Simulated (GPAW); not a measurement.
# Al2O3 (Pnnm) in GPAW: a series of runs, part 2 of 2

GPAW 26.7.0. Earlier steps stand in the parts before.

### Step 5. Band structure, RPBE

Input file run.py:

```python
from ase.dft.bandgap import bandgap
from ase.io import read, write
from ase.units import Bohr, GPa
from gpaw import GPAW, PW
from gpaw.elf import elf_from_dft_calculation

atoms = read('Al2O3.xyz')

calc = GPAW(mode=PW(800),
            xc='RPBE',
            kpts={'size': (5, 3, 7), 'gamma': True},
            occupations={'name': 'fermi-dirac', 'width': 0.05},
            nbands=44,
            convergence={'density': 1e-05, 'energy': 1e-05},
            maxiter=150,
            txt='gpaw.txt')
atoms.calc = calc
energy = atoms.get_potential_energy()
forces = atoms.get_forces()
stress = atoms.get_stress()
calc.write('gs.gpw')
write('result.traj', atoms)
print(f'Energy: {energy:.6f} eV')
print('Forces (eV/A):')
print(forces.round(4))
print('Stress (GPa):', (stress / GPa).round(3))
print('Fermi level:', round(calc.get_fermi_level(), 4), 'eV')
print(f'Gap: {bandgap(calc)[0]:.4f} eV, direct: {bandgap(calc, direct=True)[0]:.4f} eV')

# fields on the real-space grid
write('density.cube', atoms, data=calc.get_pseudo_density() * Bohr**3)
write('potential.cube', atoms, data=calc.get_electrostatic_potential())
write('elf.cube', atoms, data=elf_from_dft_calculation(calc).data)

path = atoms.cell.bandpath('GXSYGZURTZ,YT,UX,SR', npoints=60, eps=1e-4)
bs_calc = calc.fixed_density(kpts=path, symmetry='off', nbands=69,
                             convergence={'bands': 'CBM+6.0', 'eigenstates': 1e-6}, txt='bands.txt')
bs = bs_calc.band_structure()
bs.write('bs.json')
print(f'Gap on the path: {bandgap(bs_calc)[0]:.4f} eV')
```

Input file Al2O3.xyz:

```xyz
10
Lattice="4.6137770000 0.0000000000 0.0000000000 0.0000000000 9.5632790000 0.0000000000 0.0000000000 0.0000000000 3.1198620000" Properties=species:S:1:pos:R:3 pbc="T T T"
Al     4.5352274466      7.8856216549      0.0000000000
Al     0.0785495534      1.6776573451      0.0000000000
Al     2.2283389466      6.4592968451      1.5599310000
Al     2.3854380534      3.1039821549      1.5599310000
O      2.3068885000      4.7816395000      1.5599310000
O      0.5704243194      7.2016272510      1.5599310000
O      1.7364641806      2.4199877510      0.0000000000
O      2.8773128194      7.1432912490      0.0000000000
O      0.0000000000      0.0000000000      0.0000000000
O      4.0433526806      2.3616517490      1.5599310000
```

Potentials or basis: the program's PAW data sets (release 1.2.1) made for this functional, pw.

Command:

```
$ OMP_NUM_THREADS=1 python run.py
```

gpaw.txt:

```text
__  _  _
 | _ |_)|_||  |
 |__||  | ||/\| - 26.7.0

Input parameters:
  mode=PW(ecut=800.0),
  convergence={'density': 1e-05, 'energy': 1e-05},
  kpts=MonkhorstPack(size=(5, 3, 7), gamma=True),
  maxiter=150,
  nbands=44,
  occupations=Occupations(name='fermi-dirac', width=0.05),
  xc=XC(name='RPBE')

Diagonalizing LCAO Hamiltonian
Converting LCAO to pw mode
       .----------.
      /|          |
     / |          |
    /  O          |
   /   .--Al------.
  /   /  O       Al
 *   /   Al O   /
 |  /       O  /
 | /   O      /
 |/l         /
 O----------*

Atoms  # Å, Bohr magnetons
|   | symbol |        x |        y |        z |    initial magnetic moments |
|---|--------|----------|----------|----------|-----------------------------|
| 0 |     Al | 4.535227 | 7.885622 | 0.000000 | ( 0.0000,  0.0000,  0.0000) |
| 1 |     Al | 0.078550 | 1.677657 | 0.000000 | ( 0.0000,  0.0000,  0.0000) |
| 2 |     Al | 2.228339 | 6.459297 | 1.559931 | ( 0.0000,  0.0000,  0.0000) |
| 3 |     Al | 2.385438 | 3.103982 | 1.559931 | ( 0.0000,  0.0000,  0.0000) |
| 4 |      O | 2.306888 | 4.781639 | 1.559931 | ( 0.0000,  0.0000,  0.0000) |
| 5 |      O | 0.570424 | 7.201627 | 1.559931 | ( 0.0000,  0.0000,  0.0000) |
| 6 |      O | 1.736464 | 2.419988 | 0.000000 | ( 0.0000,  0.0000,  0.0000) |
| 7 |      O | 2.877313 | 7.143291 | 0.000000 | ( 0.0000,  0.0000,  0.0000) |
| 8 |      O | 0.000000 | 0.000000 | 0.000000 | ( 0.0000,  0.0000,  0.0000) |
| 9 |      O | 4.043353 | 2.361652 | 1.559931 | ( 0.0000,  0.0000,  0.0000) |

Unit cell  # Å
| periodic |        x |        y |        z |  lengths |    angles |
|----------|----------|----------|----------|----------|-----------|
|      yes | 4.613777 | 0.000000 | 0.000000 | 4.613777 | 90.000000 |
[... 152 lines left out ...]
|iter:   8| |  -71.242823 | -5.68 | -3.04 |
|iter:   9| |  -71.242828c| -7.18 | -3.96 |
|iter:  10| |  -71.242828c| -8.30c| -4.51 |
|iter:  11| |  -71.242828c| -8.17c| -5.09c|

Converged in 11 steps
Energy contributions relative to reference atoms: (reference = -38684.369811)

Energy contributions:
  Kinetic:          90.251710
  Coulomb:         -84.661155
  Zero:              1.402551
  External:          0.000000
  Xc:              -78.235934
  Entropy:          -0.000000
  Spinorbit:         0.000000
  ----------------------------
  Free energy:     -71.242828
  Extrapolated:    -71.242828

dipole moment: (-12.913947, -26.767587, -36.757845)  # |e|*Ang

Fermi level: 3.261
Eigenvalues  # (at kpt = [0.000, 0.000, 0.000])
| band index |      eig [eV] | occ [0-2] |
|------------|---------------|-----------|
|          0 |       -16.902 |     2.000 |
|        ... |               |           |
|         16 |        -0.875 |     2.000 |
|         17 |        -0.098 |     2.000 |
|         18 |         0.485 |     2.000 |
|         19 |         0.779 |     2.000 |
|         20 |         1.050 |     2.000 |
|         21 |         1.562 |     2.000 |
[... 8 lines left out ...]
|         30 |        10.880 |     0.000 |
|         31 |        11.735 |     0.000 |
|        ... |               |           |
|         43 |        17.530 |     0.000 |

Gap: 3.707 eV
Transition (v -> c):
  (s=0, k=0, n=23, [0.00, 0.00, 0.00]) -> (s=0, k=0, n=24, [0.00, 0.00, 0.00])
No difference between direct/indirect transitions

Forces  # eV/Ang
|        x |        y |       z |
|----------|----------|---------|
| -0.01939 | -0.18588 | 0.00000 |  # Al   0
|  0.01939 |  0.18588 | 0.00000 |  # Al   1
| -0.01942 |  0.18602 | 0.00000 |  # Al   2
|  0.01942 | -0.18602 | 0.00000 |  # Al   3
|  0.00000 |  0.00000 | 0.00000 |  # O    4
|  0.10481 | -0.21853 | 0.00000 |  # O    5
| -0.10475 | -0.21542 | 0.00000 |  # O    6
|  0.10475 |  0.21542 | 0.00000 |  # O    7
|  0.00000 |  0.00000 | 0.00000 |  # O    8
| -0.10481 |  0.21853 | 0.00000 |  # O    9

Stress tensor  # eV/Ang^3
|         x |         y |         z |
|-----------|-----------|-----------|
| -0.032056 |  0.000004 |  0.000000 |
|  0.000004 | -0.047007 |  0.000000 |
|  0.000000 |  0.000000 | -0.011558 |

# Writing to gs.gpw (mode='')
```

stdout:

```text
Energy: -71.242828 eV
Forces (eV/A):
[[-0.0194 -0.1859  0.    ]
 [ 0.0194  0.1859  0.    ]
 [-0.0194  0.186   0.    ]
 [ 0.0194 -0.186   0.    ]
 [ 0.      0.      0.    ]
 [ 0.1048 -0.2185  0.    ]
 [-0.1048 -0.2154  0.    ]
 [ 0.1048  0.2154  0.    ]
 [ 0.      0.      0.    ]
 [-0.1048  0.2185  0.    ]]
Stress (GPa): [-5.136e+00 -7.531e+00 -1.852e+00  0.000e+00  0.000e+00  1.000e-03]
Fermi level: 3.2614 eV
Gap: 3.7069 eV, direct: 3.7069 eV
Gap on the path: 3.7069 eV
```

bands.txt:

```text
Diagonalizing LCAO Hamiltonian
Converting LCAO to pw mode
convergence criteria:
- Maximum integral of absolute [eigenst]ate change: 1e-06 eV^2 / valence electron
maximum number of iterations: 150

SCF iterations
|iter     | |      energy | eigst |  dens |
|---------|-|-------------|-------|-------|
|iter:   1| |             | +1.30 |       |
[... 65 lines left out ...]
         [0.5       , 0.25      , 0.        ],
         [0.5       , 0.5       , 0.        ],
         [0.        , 0.5       , 0.5       ],
         [0.        , 0.25      , 0.5       ],
         [0.        , 0.        , 0.5       ],
         [0.5       , 0.        , 0.5       ],
         [0.5       , 0.25      , 0.5       ],
         [0.5       , 0.5       , 0.5       ]])),
  maxiter=150,
  nbands=69,
  occupations=Occupations(name='fermi-dirac', width=0.05),
  symmetry=Symmetry(point_group=False, time_reversal=False),
  xc=XC(name='RPBE')
```

Wall time 4.2 min (1 thread of Intel Xeon 6975P-C (Granite Rapids), shared host); peak memory 1.1 GiB.

What came out:

* Free energy: -71.2428 eV
* Pressure: 4.8 GPa
* Largest force: 0.242 eV/Å
* Band gap on the k mesh: 3.71 eV, direct
* Band gap along the path: 3.71 eV, direct

Forces in eV/Å, atoms in the order of the input:
```
Al  -0.019 -0.186  0.000
Al   0.019  0.186  0.000
Al  -0.019  0.186  0.000
Al   0.019 -0.186  0.000
O    0.000  0.000  0.000
O    0.105 -0.219  0.000
O   -0.105 -0.215  0.000
O    0.105  0.215  0.000
O    0.000  0.000  0.000
O   -0.105  0.219  0.000
```

Stress tensor (GPa, compression positive):
```
5.14 0.00 0.00
0.00 7.53 0.00
0.00 0.00 1.85
```

Levels at the corners of the path, in eV from the valence-band top:
```tsv
point	band 20	band 21	band 22	band 23	band 24	band 25	band 26	band 27	band 28	band 29
Γ	-1.30	-1.03	-0.52	-0.06	0.00	3.71	5.22	6.37	7.08	7.27
X	-2.31	-1.05	-1.05	-0.71	-0.71	7.90	7.90	8.25	8.25	8.56
S	-1.97	-1.19	-1.19	-0.55	-0.55	7.14	7.14	8.27	8.27	8.47
Y	-2.25	-0.87	-0.87	-0.02	-0.02	6.18	6.18	6.71	6.71	8.14
Γ	-1.30	-1.03	-0.52	-0.06	0.00	3.71	5.22	6.37	7.08	7.27
Z	-1.50	-0.72	-0.72	-0.03	-0.03	4.36	4.36	6.72	6.72	8.03
U	-2.41	-1.12	-1.12	-0.60	-0.60	7.81	7.81	8.30	8.30	8.59
R	-1.96	-1.02	-1.02	-0.72	-0.72	7.34	7.35	8.23	8.23	8.56
T	-2.51	-0.80	-0.80	-0.02	-0.02	6.16	6.16	6.68	6.68	8.34
Z	-1.50	-0.72	-0.72	-0.03	-0.03	4.36	4.36	6.72	6.72	8.03
Y	-2.25	-0.87	-0.87	-0.02	-0.02	6.18	6.18	6.71	6.71	8.14
T	-2.51	-0.80	-0.80	-0.02	-0.02	6.16	6.16	6.68	6.68	8.34
U	-2.41	-1.12	-1.12	-0.60	-0.60	7.81	7.81	8.30	8.30	8.59
X	-2.31	-1.05	-1.05	-0.71	-0.71	7.90	7.90	8.25	8.25	8.56
S	-1.97	-1.19	-1.19	-0.55	-0.55	7.14	7.14	8.27	8.27	8.47
R	-1.96	-1.02	-1.02	-0.72	-0.72	7.34	7.35	8.23	8.23	8.56
```

### Step 6. The runs side by side

| task | level | potentials or basis | k mesh | band path | band points | gap on the mesh (eV) | pressure (GPa) | largest force (eV/Å) |
| --- | --- | --- | --- | --- | --- | --- | --- | --- |
| single point | TB-mBJ | GPAW PAW data sets for LDA (gpaw-data 1.2.1), pw | 4 × 2 × 6 | - | - | 5.92 | - | - |
| band structure | r2SCAN | GPAW PAW data sets (gpaw-data 1.2.1), pw | 4 × 2 × 6 | GXSYGZURTZ,YT,UX,SR | 60 | 4.17 | -2.6 | 0.21 |
| band structure | PBEsol | PAW data sets generated in the run's folder for this functional, pw | 5 × 3 × 7 | GXSYGZURTZ,YT,UX,SR | 60 | 3.46 | -0.8 | 0.18 |
| band structure | RPBE | the program's PAW data sets (release 1.2.1) made for this functional, pw | 5 × 3 × 7 | GXSYGZURTZ,YT,UX,SR | 60 | 3.71 | 4.8 | 0.24 |

Alike in all rows: no spin polarisation; cell as given; cutoff (eV) 800; smearing fermi-dirac 0.05 eV.

Caveats: the PAW data sets were made with another functional, which shifts forces and pressure a little (some runs); a model potential gives levels but no total energy (some runs).

Total energies depend on the potentials used, so only differences within one code and one set of settings carry meaning.
